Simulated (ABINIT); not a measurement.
# Sb (P-1) in ABINIT: single point with LDA

Aim: the single point of Sb with LDA.

Program: ABINIT 10.8.3 (patched build). These are calculated values, not measurements. Logs are shortened: lines on timing, memory, paths and dates and some standing lists are left out, and cuts for length are marked. The log counts tension as positive stress, the text compression.

### Step 1. Starting point

The typed cell holds 2 atoms: a = 3.153 Å, b = 3.511 Å, c = 5.675 Å, α = 82.54°, β = 73.87°, γ = 63.32°.

This isn't the form of Sb at room conditions, which is rhombohedral.

### Step 2. Single point, LDA

run.abi reads:

```
# Pseudopotentials
pp_dirpath "./"
pseudos "Sb.hgh"

# Structure
acell 3.15308037 3.5107788205 5.6753325483 Angstrom
rprim
     0.0000000000    -1.0000000000     0.0000000000
     0.4490571069    -0.4490571069    -0.7724606330
     0.8333644786    -0.2777881589     0.4778466120
ntypat 1
znucl 51
natom 2
typat 1 1
xred
     0.5418375800     0.4515443000     0.4706541400
     0.9581624200     0.0484557000     0.0293458600
chkprim 0
chksymtnons 0
tolsym 1.0e-6

# Plane-wave basis
ecut 14.0

# k points
kptopt 1
ngkpt 8 7 4
nshiftk 1
shiftk 0.0 0.0 0.0

# Exchange and correlation
ixc 7

# Bands and occupations
nband 9
occopt 3
tsmear 0.05 eV

# SCF cycle
nstep 100
tolvrs 1.0e-10

# Output
iomode 3
prtwf 0
prtden 0
prteig 0
prtebands 0
enunit 1
```

Potentials or basis: HGH LDA.

Started as:

```bash
abinit run.abi > log 2>&1
```

run.abo:

```text
.Version 10.8.3 of ABINIT
 Symmetries : space group P-1 (#  2); Bravais aP (primitive triclinic)
================================================================================
 Values of the parameters that define the memory need of the present run
     intxc =       0    ionmov =       0      iscf =       7    lmnmax =       6
     lnmax =       6     mgfft =      40  mpssoang =       3    mqgrid =    3001
     natom =       2  nloc_mem =       1    nspden =       1   nspinor =       1
    nsppol =       1      nsym =       2    n1xccc =       0    ntypat =       1
    occopt =       3   xclevel =       1
       mpw =         928          nfft =       23040          nkpt =         114
================================================================================
================================================================================

--------------------------------------------------------------------------------
------------- Echo of variables that govern the present computation ------------
--------------------------------------------------------------------------------
 -outvars: echo values of preprocessed input variables --------
            acell      5.9584583523E+00  6.6344104594E+00  1.0724824190E+01 Bohr
              amu      1.21753000E+02
          chkprim           0
      chksymtnons           0
             ecut      1.40000000E+01 Hartree
           enunit           1
                       outvar_i_n : Printing only first  50 k-points.
              ixc           7
                       outvar_i_n : Printing only first  50 k-points.
         kptrlatt        8    0    0      0    7    0      0    0    4
          kptrlen      4.28992968E+01
            natom           2
            nband           9
            ngfft          24      24      40
             nkpt         114
            nstep         100
             nsym           2
           ntypat           1
                       prtocc : prtvol=0, do not print more k-points.
           occopt           3
           prtden           0
        prtebands           0
           prteig           0
            prtwf           0
            rprim      0.0000000000E+00 -1.0000000000E+00  0.0000000000E+00
                       4.4905710690E-01 -4.4905710690E-01 -7.7246063300E-01
                       8.3336447860E-01 -2.7778815890E-01  4.7784661200E-01
          spgroup           2
           tolsym      1.00000000E-06
           tolvrs      1.00000000E-10
           tsmear      1.83746611E-03 Hartree
            typat      1  1
                       outvars : Printing only first  50 k-points.
           xangst      2.9378932245E+00 -3.1623403317E+00  5.1824709568E-02
                       2.1518714052E-01 -3.1438204032E+00 -5.1824709482E-02
            xcart      5.5518135815E+00 -5.9759571439E+00  9.7934507639E-02
                       4.0664476140E-01 -5.9409595510E+00 -9.7934507476E-02
             xred      5.4183758000E-01  4.5154430000E-01  4.7065414000E-01
                       9.5816242000E-01  4.8455700000E-02  2.9345860000E-02
            znucl       51.00000

================================================================================

 chkinp: Checking input parameters for consistency.

================================================================================
== DATASET  1 ==================================================================

--- !DatasetInfo
iteration_state: {dtset: 1, }
dimensions: {natom: 2, nkpt: 114, mband: 9, nsppol: 1, nspinor: 1, nspden: 1, mpw: 928, }
cutoff_energies: {ecut:  14.0, pawecutdg:  -1.0, }
electrons: {nelect:   1.00000000E+01, charge:   0.00000000E+00, occopt:   3.00000000E+00, tsmear:   1.83746611E-03, }
meta: {optdriver: 0, ionmov: 0, optcell: 0, iscf: 7, paral_kgb: 0, }
...

 Exchange-correlation functional for the present dataset will be:
  LDA: Perdew-Wang 92 LSD fit to Ceperley-Alder data - ixc=7
  J.P.Perdew and Y.Wang, PRB 45, 13244 (1992)

 Real(R)+Recip(G) space primitive vectors, cartesian coordinates (Bohr,Bohr^-1):
 R(1)=  0.0000000 -5.9584584  0.0000000  G(1)= -0.0839143 -0.1678286  0.0487822
 R(2)=  2.9792292 -2.9792292 -5.1248209  G(2)=  0.0839143  0.0000000 -0.1463466
 R(3)=  8.9376875 -2.9792292  5.1248209  G(3)=  0.0839143  0.0000000  0.0487822
 Unit cell volume ucvol=  3.6389535E+02 bohr^3
 Angles (23,13,12)=  8.25388853E+01  7.38717606E+01  6.33167950E+01 degrees

 getcut: wavevector=  0.0000  0.0000  0.0000  ngfft=  24  24  40
         ecut(hartree)=     14.000   => boxcut(ratio)=   2.14853

--- Pseudopotential description ------------------------------------------------
- pspini: atom type   1  psp file is ./Sb.hgh
    3    1    2    0      2001   0.00000      pspcod,pspxc,lmax,lloc,mmax,r2well

 pspatm : COMMENT -
  the projectors are not normalized,
  so that the KB energies are not consistent with
  definition in PRB44, 8503 (1991).
  However, this does not influence the results obtained hereafter.

   6.50880220E+02                                ecore*ucvol(ha*bohr**3)
--------------------------------------------------------------------------------

================================================================================

--- !BeginCycle
iteration_state: {dtset: 1, }
solver: {iscf: 7, nstep: 100, nline: 4, wfoptalg: 0, }
tolerances: {tolvrs: 1.00E-10, }
...

     iter   Etot(hartree)      deltaE(h)  residm     vres2
 ETOT  1  -11.192149481055    -1.119E+01 2.955E-02 1.056E+01
 ETOT  2  -11.199659257469    -7.510E-03 9.418E-04 2.121E-01
 ETOT  3  -11.199735460937    -7.620E-05 6.133E-04 6.270E-04
 ETOT  4  -11.199735640787    -1.798E-07 2.433E-04 1.619E-05
 ETOT  5  -11.199735643556    -2.770E-09 9.299E-05 4.142E-07
 ETOT  6  -11.199735643622    -6.585E-11 4.807E-05 7.025E-09
 ETOT  7  -11.199735643623    -1.233E-12 4.574E-05 4.028E-11

 At SCF step    7       vres2   =  4.03E-11 < tolvrs=  1.00E-10 =>converged.

 Cartesian components of stress tensor (hartree/bohr^3)
  sigma(1 1)= -2.22577075E-04  sigma(3 2)=  2.34209852E-05
  sigma(2 2)=  6.32162249E-05  sigma(3 1)= -4.62352933E-05
  sigma(3 3)= -5.19512193E-06  sigma(2 1)= -7.08218970E-06

--- !ResultsGS
iteration_state: {dtset: 1, }
comment   : Summary of ground state results
lattice_vectors:
- [  0.0000000,  -5.9584584,   0.0000000, ]
- [  2.9792292,  -2.9792292,  -5.1248209, ]
- [  8.9376875,  -2.9792292,   5.1248209, ]
lattice_lengths: [   5.95846,    6.63441,   10.72482, ]
lattice_angles: [ 82.539,  73.872,  63.317, ] # degrees, (23, 13, 12)
lattice_volume:   3.6389535E+02
convergence: {deltae: -1.233E-12, res2:  4.028E-11, residm:  4.574E-05, diffor: null, }
etotal    :  -1.11997356E+01
entropy   :   0.00000000E+00
fermie    :   1.07260684E-01
cartesian_stress_tensor: # hartree/bohr^3
- [ -2.22577075E-04,  -7.08218970E-06,  -4.62352933E-05, ]
- [ -7.08218970E-06,   6.32162249E-05,   2.34209852E-05, ]
- [ -4.62352933E-05,   2.34209852E-05,  -5.19512193E-06, ]
pressure_GPa:   1.6138E+00
xred      :
- [  5.4184E-01,   4.5154E-01,   4.7065E-01, Sb]
- [  9.5816E-01,   4.8456E-02,   2.9346E-02, Sb]
cartesian_forces: # hartree/bohr
- [  2.04990663E-02,  -1.02041618E-04,   4.97702389E-03, ]
- [ -2.04990663E-02,   1.02041618E-04,  -4.97702389E-03, ]
force_length_stats: {min:   2.10948548E-02, max:   2.10948548E-02, mean:   2.10948548E-02, }
...

 Integrated electronic density in atomic spheres:
 ------------------------------------------------
 Atom  Sphere_radius  Integrated_density
    1        2.00000          1.52915577
    2        2.00000          1.52915577
================================================================================

 ----iterations are completed or convergence reached----

 Mean square residual over all n,k,spin=   10.634E-08; max=  45.745E-06
 reduced coordinates (array xred) for    2 atoms
       0.541837580000      0.451544300000      0.470654140000
       0.958162420000      0.048455700000      0.029345860000
 rms dE/dt=  1.2244E-01; max dE/dt=  2.0902E-01; dE/dt below (all hartree)
    1      -0.000608010734     -0.035869065489     -0.209024610394
    2       0.000608010734      0.035869065489      0.209024610394

 cartesian coordinates (angstrom) at end:
    1      2.93789322452944    -3.16234033174102     0.05182470956825
    2      0.21518714051814    -3.14382040317750    -0.05182470948222

 cartesian forces (hartree/bohr) at end:
    1      0.02049906629282    -0.00010204161845     0.00497702389084
    2     -0.02049906629282     0.00010204161845    -0.00497702389084
 frms,max,avg= 1.2179120E-02 2.0499066E-02   0.000E+00  0.000E+00  0.000E+00 h/b

 cartesian forces (eV/Angstrom) at end:
    1      1.05410437082587    -0.00524719099279     0.25592885851955
    2     -1.05410437082587     0.00524719099279    -0.25592885851955
 frms,max,avg= 6.2627554E-01 1.0541044E+00   0.000E+00  0.000E+00  0.000E+00 e/A
 length scales=  5.958458352276  6.634410459383 10.724824189737 bohr
              =  3.153080370000  3.510778820500  5.675332548300 angstroms
 Fermi (or HOMO) energy (eV) =   2.91871   Average Vxc (eV)=  -9.18802
 Eigenvalues (   eV  ) for nkpt= 114  k points:
 kpt#   1, nband=  9, wtk=  0.00446, kpt=  0.0000  0.0000  0.0000 (reduced coord)
 -10.49542   -6.26407   -2.84858    4.51288    6.51060    7.75276    8.29870    8.77051
   9.85667
 prteigrs : prtvol=0 or 1, do not print more k-points.

--- !EnergyTerms
iteration_state     : {dtset: 1, }
comment             : Components of total free energy in Hartree
kinetic             :  3.57236858552404E+00
hartree             :  3.15079999429091E-01
xc                  : -2.81437940026929E+00
Ewald energy        : -1.25518060984980E+01
psp_core            :  1.78864671641252E+00
local_psp           : -1.82208856470182E+00
non_local_psp       :  3.12752684349663E-01
internal            : -1.11994260777538E+01
'-kT*entropy'       : -3.09565869370111E-04
total_energy        : -1.11997356436232E+01
total_energy_eV     : -3.04760332451511E+02
band_energy         : -9.76274015217859E-01
...

 Cartesian components of stress tensor (hartree/bohr^3)
  sigma(1 1)= -2.22577075E-04  sigma(3 2)=  2.34209852E-05
  sigma(2 2)=  6.32162249E-05  sigma(3 1)= -4.62352933E-05
  sigma(3 3)= -5.19512193E-06  sigma(2 1)= -7.08218970E-06

-Cartesian components of stress tensor (GPa)         [Pressure=  1.6138E+00 GPa]
- sigma(1 1)= -6.54844364E+00  sigma(3 2)=  6.89069174E-01
- sigma(2 2)=  1.85988555E+00  sigma(3 1)= -1.36028929E+00
- sigma(3 3)= -1.52845764E-01  sigma(2 1)= -2.08365215E-01

== END DATASET(S) ==============================================================
================================================================================

 -outvars: echo values of variables after computation  --------
            acell      5.9584583523E+00  6.6344104594E+00  1.0724824190E+01 Bohr
           etotal     -1.1199735644E+01
            fcart      2.0499066293E-02 -1.0204161845E-04  4.9770238908E-03
                      -2.0499066293E-02  1.0204161845E-04 -4.9770238908E-03
            rprim      0.0000000000E+00 -1.0000000000E+00  0.0000000000E+00
                       4.4905710690E-01 -4.4905710690E-01 -7.7246063300E-01
                       8.3336447860E-01 -2.7778815890E-01  4.7784661200E-01
           strten     -2.2257707548E-04  6.3216224896E-05 -5.1951219277E-06
                       2.3420985196E-05 -4.6235293348E-05 -7.0821897027E-06
           xangst      2.9378932245E+00 -3.1623403317E+00  5.1824709568E-02
                       2.1518714052E-01 -3.1438204032E+00 -5.1824709482E-02
             xred      5.4183758000E-01  4.5154430000E-01  4.7065414000E-01
                       9.5816242000E-01  4.8455700000E-02  2.9345860000E-02
 Calculation completed.
```

Wall time 19 s (1 thread of Arm Neoverse V1, shared host); peak memory 0.07 GiB.

Results:

| Quantity | Value |
| --- | --- |
| Free energy | -304.7603 eV |
| Pressure | 1.6 GPa |
| Largest force | 1.085 eV/Å |
| Band gap on the k mesh | none (metal or under the smearing width) |
| Valence electrons inside the program's atomic spheres | Sb 1.53 (radii [1.0584] Å) |

Forces on the atoms (eV/Å):
```
Sb   1.054 -0.005  0.256
Sb  -1.054  0.005 -0.256
```

Stress tensor (GPa, compression positive):
```
 6.55  0.21  1.36
 0.21 -1.86 -0.69
 1.36 -0.69  0.15
```

Levels at points of the mesh, in eV from the Fermi level:
```
           k point  band 1  band 2  band 3  band 4  band 5  band 6  band 7  band 8  band 9
(0.00, 0.00, 0.00)  -13.41   -9.18   -5.77    1.59    3.59    4.83    5.38    5.85    6.94
(0.50, 0.00, 0.00)   -9.66   -7.82   -4.97   -3.74   -0.70    0.00    0.55    1.94    5.52
(0.00, 0.00, 0.50)  -12.86  -11.00   -1.60    0.10    2.15    3.29    4.51    5.59    6.79
(0.50, 0.00, 0.50)   -9.83   -6.75   -5.99   -4.25   -1.15    0.62    1.02    3.73    4.81
```

Caveat: HGH potentials are hard and often keep d shells in the core, so these values are rough; forces of over 1 eV/Å show positions far from the minimum, so gaps and moduli don't describe the material at rest.
